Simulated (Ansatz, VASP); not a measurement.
SiC: VASP beside Ansatz

```
Si C
1.0
     3.03413    0.00000    0.00000
    -1.51706    2.62763    0.00000
     0.00000    0.00000    9.93454
Si C
4 4
Direct
  0.00000 0.00000 0.18789
  0.00000 0.00000 0.68789
  0.33333 0.66667 0.43784
  0.66667 0.33333 0.93784
  0.00000 0.00000 0.00046
  0.00000 0.00000 0.50046
  0.33333 0.66667 0.24980
  0.66667 0.33333 0.74980
```

Change from the starting cell: volume scaled by 0.96.

Alike in both runs: task single point; functional PBEsol; k mesh 10 × 10 × 3; occupations fermi-dirac, width 0.05 eV; no spin polarisation.

```csv
,VASP,Ansatz
version,VASP 6.6.1,Ansatz 0.2.0
potentials or method,"VASP PAW PBE potentials, release 64 (Si, C), cutoff 520 eV","all-electron LAPW, scalar-relativistic"
```

VASP gave:

```
gap on the k mesh at the Fermi level (eV)       : 2.11
least direct gap on the mesh (eV)               : 3.25
pressure (GPa)                                  : 10.7
largest component of the traceless stress (GPa) : 0.18
rms of the force components (eV/Å)              : 0.007
```

Q: Estimate Ansatz's values.

A: gap on the k mesh at the Fermi level (eV): 2.12; least direct gap on the mesh (eV): 3.26; pressure (GPa): 10.3; largest component of the traceless stress (GPa): 0.17; rms of the force components (eV/Å): 0.007.

Atom by atom the forces differ by 0.001 eV/Å (rms over components). Ansatz ran all-electron here, so the differences hold the error of VASP's frozen core and of both bases.

Caveats: an odd mesh through Γ misses points on the zone boundary, where band edges often lie; the PAW data sets were made with another functional, which shifts forces and pressure a little (VASP).
